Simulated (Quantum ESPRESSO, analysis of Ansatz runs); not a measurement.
# MgF2 (P4_2/mnm), nudged elastic band: F_i by the interstitialcy path (q = −1) (Quantum ESPRESSO), part 2 of 3

Wanted: path and barrier of a jump of F in MgF2 (P4_2/mnm) at charge −1. The case: F_i by the interstitialcy path, in a cell of 72 host atoms with 1 F put in.

Quantum ESPRESSO 7.5; Quantum ESPRESSO plane-wave DFT, PBEsol, GBRV 1.5 PBEsol potentials; nudged elastic band between two relaxed defect structures at fixed charge in a uniform background.

So far: Set-up; Relaxation of the start point, charge −1.

## 3. Relaxation of the end point, charge −1

Level of this step: Quantum ESPRESSO plane-wave DFT, PBEsol, GBRV 1.5 PBEsol potentials; relaxation of all atoms of a defect supercell at fixed charge in a uniform background (Quantum ESPRESSO).

The end point is relaxed in the same cell and settings, so that the two energies compare. Atoms more than 3.2 Å from the middle of the hop start where the first relaxation left them, the nearer ones on or close to their ideal places, with small random displacements.

Contents of pw.in:

```
&CONTROL
  calculation = 'relax'
  prefix = 'pwscf'
  outdir = './tmp'
  pseudo_dir = './pseudo'
  tprnfor = .true.
  disk_io = 'low'
  nstep = 70
  forc_conv_thr = 0.00078
  etot_conv_thr = 0.0001
/
&SYSTEM
  ibrav = 0
  nat = 73
  ntyp = 2
  ecutwfc = 36
  ecutrho = 288
  nbnd = 296
  occupations = 'fixed'
  tot_charge = -1
  nosym = .true.
/
&ELECTRONS
  conv_thr = 7d-08
  electron_maxstep = 100
  mixing_beta = 0.5
/
&IONS
  ion_dynamics = 'bfgs'
/
ATOMIC_SPECIES
Mg    24.3050 mg_pbesol_v1.4.uspp.F.UPF
F     18.9984 f_pbesol_v1.4.uspp.F.UPF
CELL_PARAMETERS angstrom
   9.1949209692    0.0000000000    0.0000000000
   0.0000000000    9.1949209692    0.0000000000
   0.0000000000    0.0000000000    9.1306547916
ATOMIC_POSITIONS crystal
Mg     0.2490887299    0.2498996577    0.1660774860
Mg     0.0021012727   -0.0015466525    0.0037225018
F      0.3488960202    0.3476871905   -0.0005739121
[... 1 atom line left out ...]
F      0.1505352818    0.1518747752    0.0004023596
[... 3 atom lines left out ...]
F      0.3486178208    0.3482790120    0.3343929417
[... 1 atom line left out ...]
F      0.1508981351    0.1505346637    0.3331820534
[... 7 atom lines left out ...]
Mg     0.2509257893    0.7497061224    0.1671593238
Mg     0.0001552504    0.4989284877    0.0001033812
[... 1 atom line left out ...]
F      0.4012181276    0.5983864934    0.1677235203
F      0.1516884299    0.6514521871    0.0010699107
[... 2 atom lines left out ...]
Mg     0.0010226801    0.5001684064    0.3336651137
[... 2 atom lines left out ...]
F      0.1511095742    0.6510763219    0.3342984868
[... 43 atom lines left out ...]
F      0.0976430413    0.4014264898    0.1672854251
K_POINTS gamma
```

Launch:

```
OMP_NUM_THREADS=1 mpirun -n 4 pw.x -in pw.in > pw.out
```

The program printed:

```text
[shortened: banners, details of potentials and solvers, and blank lines are left out]
[banner, memory and clock lines left out]
     gamma-point specific algorithms are used
     one sub-group per band group will be used
     bravais-lattice index     =            0
     lattice parameter (alat)  =      17.3759  a.u.
     unit-cell volume          =    5209.4818 (a.u.)^3
     number of atoms/cell      =           73
     number of atomic types    =            2
     number of electrons       =       584.00
     number of Kohn-Sham states=          296
     kinetic-energy cutoff     =      36.0000  Ry
     charge density cutoff     =     288.0000  Ry
     scf convergence threshold =      7.0E-08
     mixing beta               =       0.5000
     number of iterations used =            8  plain     mixing
     energy convergence thresh.=      1.0E-04
     force convergence thresh. =      7.8E-04
     Exchange-correlation= SLA  PW   PSX  PSC
                           (   1   4  10   8   0   0   0)
     nstep                     =           70
     crystal axes: (cart. coord. in units of alat)
               a(1) = (   1.000000   0.000000   0.000000 )
               a(2) = (   0.000000   1.000000   0.000000 )
               a(3) = (   0.000000   0.000000   0.993011 )
     PseudoPot. # 1 for Mg read from file:
     mg_pbesol_v1.4.uspp.F.UPF
     Pseudo is Ultrasoft, Zval = 10.0
[...]
PseudoPot. # 2 for F  read from file:
     f_pbesol_v1.4.uspp.F.UPF
     Pseudo is Ultrasoft, Zval =  7.0
     atomic species   valence    mass     pseudopotential
     Mg               10.00    24.30500     Mg( 1.00)
     F                 7.00    18.99840     F ( 1.00)
     No symmetry found
     site n.     atom                  positions (alat units)
         1        Mg     tau(   1) = (   0.2490887   0.2498997   0.1649167  )
         2        Mg     tau(   2) = (   0.0021013  -0.0015467   0.0036965  )
         3        F      tau(   3) = (   0.3488960   0.3476872  -0.0005699  )
         4        F      tau(   4) = (   0.3977841   0.1016015   0.1656957  )
         5        F      tau(   5) = (   0.1505353   0.1518748   0.0003995  )
         6        F      tau(   6) = (  -0.2103572   0.4397204   0.1612372  )
         7        Mg     tau(   7) = (   0.2494730   0.2445121   0.4967942  )
         8        Mg     tau(   8) = (   0.0024685  -0.0010641   0.3271686  )
[...]
number of k points=     1
                       cart. coord. in units 2pi/alat
        k(    1) = (   0.0000000   0.0000000   0.0000000), wk =   2.0000000
     Dense  grid:   214989 G-vectors     FFT dimensions: (  96,  96,  96)
     Smooth grid:    75957 G-vectors     FFT dimensions: (  72,  72,  72)
     starting charge     575.7945, renormalised to     584.0000
     Self-consistent Calculation
     iteration #  1     ecut=    36.00 Ry     beta= 0.50
     total energy              =   -5388.53363106 Ry
     estimated scf accuracy    <       5.01218194 Ry
     iteration #  2     ecut=    36.00 Ry     beta= 0.50
     total energy              =   -5388.72866537 Ry
     estimated scf accuracy    <       3.13388066 Ry
     iteration #  3     ecut=    36.00 Ry     beta= 0.50
     total energy              =   -5389.83872228 Ry
     estimated scf accuracy    <       1.04327944 Ry
[...]
[... 216 further cycles ...]
[...]
estimated scf accuracy    <       0.00000016 Ry
     iteration #  4     ecut=    36.00 Ry     beta= 0.50
     total energy              =   -5390.43493935 Ry
     estimated scf accuracy    <       0.00000002 Ry
     iteration #  5     ecut=    36.00 Ry     beta= 0.50
     total energy              =   -5390.43493935 Ry
     estimated scf accuracy    <          1.0E-09 Ry
     iteration #  6     ecut=    36.00 Ry     beta= 0.50
     End of self-consistent calculation
          k = 0.0000 0.0000 0.0000 (  9503 PWs)   bands (ev):
   -68.1954 -68.1680 -68.1585 -68.1184 -68.1130 -68.1125 -68.1061 -68.0911
   -68.0898 -68.0871 -68.0849 -68.0833 -68.0832 -68.0784 -68.0783 -68.0713
   -68.0700 -68.0635 -68.0618 -68.0600 -67.9500 -67.9470 -67.9436 -67.9401
   -35.1927 -35.1600 -35.1574 -35.1571 -35.1546 -35.1504 -35.1482 -35.1453
   -35.1299 -35.1137 -35.1087 -35.1076 -35.1025 -35.0999 -35.0990 -35.0960
   -35.0938 -35.0924 -35.0900 -35.0885 -35.0848 -35.0828 -35.0812 -35.0787
   -35.0774 -35.0768 -35.0759 -35.0752 -35.0725 -35.0714 -35.0710 -35.0703
   -35.0700 -35.0663 -35.0662 -35.0655 -35.0648 -35.0635 -35.0632 -35.0605
[...]
highest occupied, lowest unoccupied level (ev):     3.4156    9.4687
!    total energy              =   -5390.43493935 Ry
     estimated scf accuracy    <          8.0E-11 Ry
     The total energy is the sum of the following terms:
     one-electron contribution =   -3327.56161540 Ry
     hartree contribution      =    1863.94950579 Ry
     xc contribution           =    -857.74986013 Ry
     ewald contribution        =   -3069.07296962 Ry
     convergence has been achieved in   6 iterations
     Forces acting on atoms (cartesian axes, Ry/au):
     atom    1 type  1   force =    -0.00010750   -0.00017127    0.00001115
     atom    2 type  1   force =     0.00034159   -0.00049074    0.00019622
     atom    3 type  2   force =     0.00001579    0.00024087    0.00001491
     atom    4 type  2   force =     0.00066636    0.00038673    0.00003688
     atom    5 type  2   force =     0.00001620   -0.00051324   -0.00011159
     atom    6 type  2   force =    -0.00022234   -0.00041743    0.00003307
     atom    7 type  1   force =     0.00026810   -0.00012681   -0.00015760
     atom    8 type  1   force =     0.00030051   -0.00052003   -0.00024406
[...]
Total force =     0.003673     Total SCF correction =     0.000020
     Energy error            =      2.8E-05 Ry
     Gradient error          =      7.9E-04 Ry/Bohr
     number of scf cycles    =  35
     number of bfgs steps    =  34
     energy             old  =   -5390.4349118268 Ry
     energy             new  =   -5390.4349393543 Ry
     CASE: energy            _new < energy            _old
     new trust radius        =       0.0071222797 bohr
     new conv_thr            =       0.0000000007 Ry
ATOMIC_POSITIONS (crystal)
Mg               0.2467922554        0.2493840410        0.1665448729
Mg              -0.0056102439        0.0027116821        0.0004231573
F                0.3424111204        0.3494486607       -0.0019579984
F                0.3983307029        0.0968376097        0.1665560727
F                0.1460705857        0.1542554871       -0.0020259218
F               -0.1821081790        0.5055758855        0.1627188888
Mg               0.2446952865        0.2509065764        0.4999794352
Mg              -0.0057293448        0.0024116286        0.3324240935
[...]
Self-consistent Calculation
     iteration #  1     ecut=    36.00 Ry     beta= 0.50
     total energy              =   -5390.43496084 Ry
     estimated scf accuracy    <       0.00001475 Ry
     iteration #  2     ecut=    36.00 Ry     beta= 0.50
     total energy              =   -5390.43496132 Ry
     estimated scf accuracy    <       0.00000189 Ry
     iteration #  3     ecut=    36.00 Ry     beta= 0.50
     total energy              =   -5390.43496151 Ry
     estimated scf accuracy    <       0.00000013 Ry
     iteration #  4     ecut=    36.00 Ry     beta= 0.50
     total energy              =   -5390.43496153 Ry
     estimated scf accuracy    <       0.00000002 Ry
     iteration #  5     ecut=    36.00 Ry     beta= 0.50
     total energy              =   -5390.43496153 Ry
     estimated scf accuracy    <          7.8E-10 Ry
     iteration #  6     ecut=    36.00 Ry     beta= 0.50
     End of self-consistent calculation
          k = 0.0000 0.0000 0.0000 (  9503 PWs)   bands (ev):
   -68.1986 -68.1708 -68.1606 -68.1167 -68.1116 -68.1106 -68.1092 -68.0910
   -68.0896 -68.0885 -68.0864 -68.0851 -68.0842 -68.0805 -68.0795 -68.0716
   -68.0704 -68.0612 -68.0594 -68.0574 -67.9473 -67.9445 -67.9428 -67.9397
   -35.1958 -35.1631 -35.1602 -35.1598 -35.1578 -35.1531 -35.1502 -35.1474
   -35.1319 -35.1124 -35.1076 -35.1060 -35.1011 -35.0991 -35.0974 -35.0966
   -35.0950 -35.0936 -35.0892 -35.0884 -35.0857 -35.0839 -35.0826 -35.0785
   -35.0784 -35.0774 -35.0762 -35.0751 -35.0728 -35.0726 -35.0711 -35.0708
   -35.0703 -35.0681 -35.0668 -35.0652 -35.0651 -35.0650 -35.0636 -35.0607
[...]
highest occupied, lowest unoccupied level (ev):     3.4108    9.4687
!    total energy              =   -5390.43496153 Ry
     estimated scf accuracy    <          6.5E-11 Ry
     The total energy is the sum of the following terms:
     one-electron contribution =   -3327.52384635 Ry
     hartree contribution      =    1863.92937590 Ry
     xc contribution           =    -857.74961331 Ry
     ewald contribution        =   -3069.09087778 Ry
     convergence has been achieved in   6 iterations
     Forces acting on atoms (cartesian axes, Ry/au):
     atom    1 type  1   force =     0.00008537   -0.00027114    0.00005521
     atom    2 type  1   force =     0.00018871   -0.00028030   -0.00003526
     atom    3 type  2   force =    -0.00005526    0.00015475   -0.00002892
     atom    4 type  2   force =     0.00030575    0.00058548    0.00003857
     atom    5 type  2   force =    -0.00000517   -0.00050895    0.00005717
     atom    6 type  2   force =    -0.00013070   -0.00025361    0.00006971
     atom    7 type  1   force =     0.00015368    0.00018958   -0.00018598
     atom    8 type  1   force =     0.00021030   -0.00026915   -0.00004370
[...]
Total force =     0.003302     Total SCF correction =     0.000021
     Energy error            =      2.2E-05 Ry
     Gradient error          =      6.7E-04 Ry/Bohr
     bfgs converged in  36 scf cycles and  35 bfgs steps
     (criteria: energy <  1.0E-04 Ry, force <  7.8E-04 Ry/Bohr)
     End of BFGS Geometry Optimization
     Final energy             =   -5390.4349615346 Ry
Begin final coordinates
ATOMIC_POSITIONS (crystal)
Mg               0.2467922554        0.2493840410        0.1665448729
Mg              -0.0056102439        0.0027116821        0.0004231573
F                0.3424111204        0.3494486607       -0.0019579984
F                0.3983307029        0.0968376097        0.1665560727
F                0.1460705857        0.1542554871       -0.0020259218
F               -0.1821081790        0.5055758855        0.1627188888
Mg               0.2446952865        0.2509065764        0.4999794352
Mg              -0.0057293448        0.0024116286        0.3324240935
[...]
End final coordinates
```

It took 23 min on 4 MPI ranks of Intel Xeon Platinum 8259CL at 2.50GHz (Skylake/Cascade Lake), shared host; peak memory 1.5 GiB; 1.6 h of CPU time.

The steps of the relaxation (22 of 36):

```
step  energy less that of the first step (eV)
   0                                   0.0000
   2                                  -6.8758
   3                                  -7.5782
   5                                  -8.0199
   7                                  -8.2670
   8                                  -8.3396
  10                                  -8.4601
  12                                  -8.5350
  13                                  -8.5567
  15                                  -8.5869
  17                                  -8.6042
  18                                  -8.6081
  20                                  -8.6133
  22                                  -8.6174
  23                                  -8.6191
  25                                  -8.6227
  27                                  -8.6260
  28                                  -8.6273
  30                                  -8.6294
  32                                  -8.6309
  33                                  -8.6313
  35                                  -8.6320
```

The atoms that moved most (Å):

| atom | dx | dy | dz | length |
| --- | --- | --- | --- | --- |
| F58 | 0.787 | 0.722 | 0.043 | 1.069 |
| F6 | 0.260 | 0.606 | 0.003 | 0.659 |
| Mg55 | 0.313 | -0.116 | 0.010 | 0.334 |
| F39 | 0.189 | -0.215 | -0.138 | 0.318 |
| F59 | -0.229 | 0.166 | 0.114 | 0.304 |
| F45 | 0.181 | -0.196 | 0.133 | 0.298 |
| F29 | 0.166 | -0.165 | 0.137 | 0.271 |
| F65 | -0.208 | 0.136 | -0.108 | 0.271 |

Neighbours of F73 at the end:

```
atom  distance (Å)
 Mg1         1.977
Mg26         1.981
Mg20         1.981
 F58         2.719
  F6         2.721
 F45         2.785
  F5         2.786
 F11         2.787
 F39         2.787
 F23         2.787
  F3         2.788
  F9         2.788
 F29         2.790
```

Numbers from this step:

- highest filled level: 3.411 eV
- lowest empty level: 9.469 eV
- r.m.s. move of the farther half of the atoms: 0.06124 Å
- largest move from the ideal geometry of this structure, a common shift of the far atoms taken out: 1.090 Å

The relaxation gained 8.632 eV and ended with a largest force component of 0.017 eV/Å. The end lies within 1 meV of the start.

(Continued in part 3 of 3.)

[Logs are printed without paths, hosts, clocks, repeated set-up lines and the standing remarks that a program may print on its own settings, such as how far it seeks lower states.]

[Hosts, paths, dates, database ids (printed as entryN), source tags and the programs' standing remarks are cut or masked in the printed files.]
